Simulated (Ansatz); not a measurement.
BaTiO3 under strain: ¹⁷O NMR of the central transition

Cell: a diffraction structure from the COD, relaxed with PBE at fixed cell and then changed (z stretched by 1 %, ions relaxed).

```cif
data_structure
_symmetry_space_group_name_H-M 'P 1'
_symmetry_Int_Tables_number 1
_cell_length_a 4.0060
_cell_length_b 4.0060
_cell_length_c 4.0461
_cell_angle_alpha 90.000
_cell_angle_beta 90.000
_cell_angle_gamma 90.000
_cell_volume 64.93
loop_
_atom_site_label
_atom_site_type_symbol
_atom_site_fract_x
_atom_site_fract_y
_atom_site_fract_z
_atom_site_occupancy
Ba1 Ba 0.50000 0.50000 0.50000 1
Ti2 Ti 0.00000 0.00000 0.00000 1
O3 O 0.50000 0.00000 0.00000 1
O4 O 0.00000 0.50000 0.00000 1
O5 O 0.00000 0.00000 0.50000 1
```

Atoms are numbered from 1 in the order listed; like atoms form one site, named after its first atom.

Computed with Ansatz: DFT, PBE, plane waves and PAW, scalar-relativistic, 420 eV cutoff, Γ-centred 8×8×8 k-points, Fermi–Dirac smearing 0.02 eV.

¹⁷O has I = 5/2 and Q = -25.58 mb (Pyykkö 2018); at 28.2 T its Larmor frequency is ν₀ = 162.8 MHz. Only the quadrupole interaction is simulated: positions count from each site's isotropic chemical shift, and J coupling is left out, as are shift anisotropy and dipolar coupling, which fast spinning averages.

Problem. Give C_Q, η, the quadrupolar product P_Q = |C_Q|(1 + η²/3)^½, the second-order isotropic shift and the breadth of the pattern (fast magic-angle spinning) for each O site.

Solution. 

```csv
site,first shell,C_Q (MHz),η,P_Q (MHz),δ_QIS (ppm),breadth (kHz)
O3,"2 Ti at 2.00 Å, angle 180°; also 4 Ba at 2.85 Å",-1.57,0.13,1.57,-0.559,0.203
O5,"2 Ti at 2.02 Å, angle 180°; also 4 Ba at 2.83 Å",-1.84,0.00,1.84,-0.765,0.267
```

δ_QIS = −(ν_Q²/30ν₀²)[I(I+1) − 3/4](1 + η²/3) × 10⁶ ppm with ν_Q = 3|C_Q|/[2I(2I−1)]; it falls as 1/B₀² in ppm, and the breadth as 1/B₀ in kHz.

An axis of threefold or higher order runs through O5, so V_zz lies along it and η is zero. At O3 V_zz points along the line of its two bonds (within 1°).

The relaxation (1 step) took 15 s of wall time (15 s of CPU time) and 0.49 GiB at its peak, on 1 thread of Arm Neoverse V1 (aarch64; 8 cores open to the job, memory cap 3.0 GiB, no GPU), a shared host with a load of 0.7 a core.
